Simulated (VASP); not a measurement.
A calculation with VASP 6.6.1 of GaCo (native input, structure from a POSCAR):

Contents of INCAR:

```
SYSTEM = GaCo
ALGO = Normal
EDIFF = 1E-7
ENCUT = 520
GGA = PS
ISIF = 2
ISMEAR = 0
ISPIN = 2
LASPH = .TRUE.
LCHARG = .FALSE.
LMAXMIX = 4
LORBIT = 11
LREAL = .FALSE.
LWAVE = .FALSE.
MAGMOM = 0 2
NBANDS = 22
NELM = 120
PREC = Accurate
SIGMA = 0.1
```

The input KPOINTS:

```
k-points
0
G
  9 9 9
  0 0 0
```

POSCAR

```
GaCo
1.0
    2.8780000000      0.0000000000      0.0000000000
    0.0000000000      2.8780000000      0.0000000000
    0.0000000000      0.0000000000      2.8780000000
Ga Co
1 1
Direct
    0.5000000000      0.5000000000      0.5000000000
    0.0000000000      0.0000000000      0.0000000000
```

Potentials or basis: VASP PAW PBE potentials, release 64 (Ga_d, Co).

Run with:

```console
$ cat potpaw_PBE.64/Ga_d/POTCAR potpaw_PBE.64/Co/POTCAR > POTCAR
$ mpirun -np 1 vasp_std > vasp.out
```

Q: Write the same calculation in another form: ASE script, structure typed inline.

A: As run:

The input run.py:

```python
from ase import Atoms
from ase.calculators.vasp import Vasp
from ase.dft.bandgap import bandgap

atoms = Atoms(
    ['Ga', 'Co'],
    cell=[[2.878, 0.0, 0.0], [0.0, 2.878, 0.0], [0.0, 0.0, 2.878]],
    scaled_positions=[[0.5, 0.5, 0.5], [0.0, 0.0, 0.0]],
    pbc=True,
)
atoms.set_initial_magnetic_moments([0.0, 2.0])
calc = Vasp(
    directory='calc',
    xc='pbesol',
    pp='PBE',
    setups='materialsproject',
    prec='Accurate',
    encut=520,
    ediff=1e-06,
    ismear=0,
    sigma=0.1,
    lreal=False,
    lasph=True,
    nelm=120,
    algo='Normal',
    isif=2,
    lwave=False,
    lcharg=False,
    ispin=2,
    lorbit=11,
    lmaxmix=4,
    kpts=[9, 9, 9],
    gamma=True,
)
atoms.calc = calc

print('energy (eV):', atoms.get_potential_energy())
print('free energy (eV):', atoms.get_potential_energy(force_consistent=True))
print('forces (eV/A):')
print(atoms.get_forces())
print('stress (eV/A^3, Voigt):', atoms.get_stress())
print('Fermi level (eV):', calc.get_fermi_level())
print('moment (muB):', atoms.get_magnetic_moment())
print('site moments (muB):', atoms.get_magnetic_moments())
gap, top, bottom = bandgap(calc)
print('band gap (eV):', gap, 'from (spin, k, band)', top, 'to', bottom)
```

Potentials or basis: VASP PAW PBE potentials, release 64 (Ga_d, Co).

The run is started by

```sh
$ python run.py
```

Both were run:

|  | native input, structure from a POSCAR | ASE script, structure typed inline |
| --- | --- | --- |
| Pressure | -7.1 GPa | -7.1 GPa |
| Band gap on the k mesh | none (metal or under the smearing width) | none (metal or under the smearing width) |
| Net moment | 0.00 μB per cell | 0.00 μB per cell |
| Valence electrons inside the program's atomic spheres | Ga 11.79; Co 8.35 | Ga 11.79; Co 8.35 |

Keys that steer only the numerical path or the files written may differ.

Caveat: the starting moments collapsed, and a magnetic state may lie lower; the PAW data sets were made with another functional, which shifts forces and pressure a little.
